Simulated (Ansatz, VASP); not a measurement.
## Rh: VASP beside Ansatz

INCAR

```
SYSTEM = Rh
  PREC = Accurate
  ENCUT = 520
  EDIFF = 1E-6
  ISMEAR = -1
  SIGMA = 0.1
  LREAL = .False.
  LASPH = .True.
  NELM = 80
  ALGO = Normal
  ISIF = 2
  LWAVE = .False.
  LCHARG = .False.
  GGA = PE
  NBANDS = 14
```

File KPOINTS:

```
regular mesh
0
Gamma
  15 15 15
  0 0 0
```

POSCAR

```
Rh
1.0
    2.4496194158      0.0000000000      0.0000000000
    0.0000000000      2.4496194158      0.0000000000
    0.0000000000      0.0000000000      2.4496194158
Rh
1
Direct
    0.0000000000      0.0000000000      0.0000000000
```

Input for Ansatz:

```yaml
crystal:
  lattice:
    - [2.4496194158, 0.0, 0.0]
    - [0.0, 2.4496194158, 0.0]
    - [0.0, 0.0, 2.4496194158]
  atoms:
    - { symbol: Rh, position: [0.0, 0.0, 0.0] }
kpoints:
  mp_grid: { grid: [15, 15, 15] }
scf:
  occupations: { method: fermi_dirac, width: 0.1 }
hamiltonian:
  xc: pbe
  pseudopotentials: { kind: all_electron, lapw: { basis_error: 0.001 } }
output:
  forces: true
  stress: true
  eigenvalues: true
  populations: true
```

Change from the starting cell: volume scaled by 0.9, LAPW.

Alike in both runs: task single point; functional PBE; k mesh 15 × 15 × 15; occupations fermi-dirac, width 0.1 eV; no spin polarisation.

|  | VASP | Ansatz |
| --- | --- | --- |
| version | VASP 6.6.1 | Ansatz 0.2.0 |
| potentials or method | VASP PAW PBE potentials, release 64 (Rh_pv) | all-electron LAPW, scalar-relativistic |
| plane-wave cutoff (eV) | 520 | see its input |

|  | VASP | Ansatz | Ansatz less VASP |
| --- | --- | --- | --- |
| pressure (GPa) | 25.1 | 25.0 | -0.17 |

Ansatz ran all-electron here, so the differences hold the error of VASP's frozen core and of both bases.

Caveats: so large a pressure means that the cell lies far from this level's equilibrium, or that cutoff or potentials fall short (VASP).
